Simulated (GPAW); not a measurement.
Input of a GPAW 26.7.0 run:

The input run.py:

```python
import numpy as np
from ase.dft.bandgap import bandgap
from ase.io import read, write
from gpaw import GPAW, PW
from gpaw.response import ResponseContext, ResponseGroundStateAdapter
from gpaw.response.chiks import ChiKSCalculator
from gpaw.response.heisenberg import calculate_fm_magnon_energies
from gpaw.response.localft import LocalFTCalculator
from gpaw.response.mft import IsotropicExchangeCalculator
from gpaw.response.site_kernels import SphericalSiteKernels

atoms = read('NiO.xyz')
atoms.set_initial_magnetic_moments([2.0, 0.0])

calc = GPAW(mode=PW(550),
            xc='LDA',
            kpts={'size': (9, 9, 9), 'gamma': True},
            occupations={'name': 'fermi-dirac', 'width': 0.05},
            nbands=22,
            convergence={'density': 0.0001},
            maxiter=150,
            txt='gpaw.txt')
atoms.calc = calc
energy = atoms.get_potential_energy()
calc.write('gs.gpw')
write('result.traj', atoms)
print(f'Energy: {energy:.6f} eV')
print('Moments:', calc.get_magnetic_moments().round(3))
print('Fermi level:', round(calc.get_fermi_level(), 4), 'eV')
print(f'Gap: {bandgap(calc)[0]:.4f} eV, direct: {bandgap(calc, direct=True)[0]:.4f} eV')

dense = calc.fixed_density(kpts={'size': (8, 8, 8), 'gamma': True},
                           nbands=35, convergence={'bands': 29, 'eigenstates': 1e-12},
                           update_fermi_level=True, maxiter=300, txt='dense.txt')
dense.write('dense.gpw', mode='all')

sites = [0]
moments = calc.get_magnetic_moments()[sites]
q_qc = np.array([[0.0, 0.0, 0.0], [0.125, 0.0, 0.0], [0.25, 0.0, 0.0], [0.5, 0.0, 0.0], [0.125, 0.125, 0.0], [0.25, 0.25, 0.0], [0.5, 0.5, 0.0]])
gs = ResponseGroundStateAdapter.from_gpw_file('dense.gpw')
context = ResponseContext(txt='mft.txt')
chiks = ChiKSCalculator(gs, context, ecut=150, nbands=29, gammacentered=True)
exchange = IsotropicExchangeCalculator(chiks, LocalFTCalculator.from_rshe_parameters(gs, context))
kernels = SphericalSiteKernels(atoms.positions[sites], [[1.044] * len(sites)])
J_qab = np.array([exchange(q_c, kernels)[..., 0] for q_c in q_qc])
E_qn = calculate_fm_magnon_energies(J_qab, q_qc, moments)
np.savetxt('exchange.dat', np.c_[q_qc, 1000 * J_qab.real.reshape((len(q_qc), -1))], fmt='%.4f')
np.savetxt('magnons.dat', np.c_[q_qc, 1000 * E_qn.real], fmt='%.4f')
for q_c, E_n in zip(q_qc, E_qn):
    print(q_c.round(4), 'magnon energies (meV):', (1000 * E_n.real).round(2))
```

NiO.xyz

```xyz
2
Lattice="2.5375746252 0.0000000000 0.0000000000 0.0000000000 2.5375746252 0.0000000000 0.0000000000 0.0000000000 2.5375746252" Properties=species:S:1:pos:R:3 pbc="T T T"
Ni     0.0000000000      0.0000000000      0.0000000000
O      1.2687873126      1.2687873126      1.2687873126
```

Potentials or basis: the program's PAW data sets (release 1.2.1) made for this functional, pw.

Run with:

```bash
$ OMP_NUM_THREADS=1 python run.py
```

Problem. What does it give for the band gap on the k mesh?

Solution. None (metal or under the smearing width).

Problem. Estimate the net moment.

Solution. 0.82 μB per cell.

Problem. Estimate the site moments.

Solution. Ni +0.65; O +0.13 μB.

Caveat: the number of bands moves the energies at small q by some ten meV; the exchange constants hang on this mesh and on the site radius; magnon energies are noisy on this mesh; a cell with one magnetic atom can't hold antiferromagnetic order, which such compounds often take; semilocal functionals often make such compounds metallic where correlation or magnetic order opens a gap, which also shifts bond lengths. With open d or f shells a metallic result of LDA can be an artefact of self-interaction; +U or a hybrid may open a gap.
